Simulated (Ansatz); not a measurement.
This Ansatz 0.2.0 run on Tl needs a look.

The input input.yaml:

```yaml
crystal:
  lattice:
    - [3.456, 0.0, 0.0]
    - [-1.728, 2.9929837955, 0.0]
    - [0.0, 0.0, 5.525]
  atoms:
    - { symbol: TLx, position: [0.6666666667, 0.3333333333, 0.75] }
    - { symbol: Tl, position: [0.3333333333, 0.6666666667, 0.25] }
hamiltonian:
  xc: pbesol
  pseudopotentials: { kind: paw }
kpoints:
  mp_grid: { grid: [9, 9, 5] }
  band_path:
    path:
      - [[0.0, 0.0, 0.0], [0.5, 0.0, 0.0], [0.3333333333, 0.3333333333, 0.0], [0.0, 0.0, 0.0], [0.0, 0.0, 0.5], [0.5, 0.0, 0.5], [0.3333333333, 0.3333333333, 0.5], [0.0, 0.0, 0.5]]
      - [[0.5, 0.0, 0.5], [0.5, 0.0, 0.0]]
      - [[0.3333333333, 0.3333333333, 0.0], [0.3333333333, 0.3333333333, 0.5]]
    npoints: 14
scf:
  occupations: { method: fermi_dirac, width: 0.05 }
  n_extra_bands: 6
  max_iter: 75
output:
  forces: true
  stress: true
  eigenvalues: true
  fatbands: false
```

Potentials or basis: Ansatz PAW.

The run is started by

```sh
$ ansatz run input.yaml --threads 2 --pin off --max-ram 5632MiB --backend cpu --events-out ev --progress --plain --runs-dir out
```

Output:

```text
Error: YAML parse error: error: line 7 column 17: `TLx` is not an element symbol (H … Og, case-exact)
 --> <input>:7:17
  |
5 |     - [0.0, 0.0, 5.525]
6 |   atoms:
7 |     - { symbol: TLx, position: [0.6666666667, 0.3333333333, 0.75] }
  |                 ^ `TLx` is not an element symbol (H … Og, case-exact)
8 |     - { symbol: Tl, position: [0.3333333333, 0.6666666667, 0.25] }
9 | hamiltonian:
  |
```

Q: How did it end, and where is the flaw?

A: The input was rejected before any iteration. The input holds a flaw that was put in on purpose: an unknown element (crystal.atoms[0].symbol = TLx).
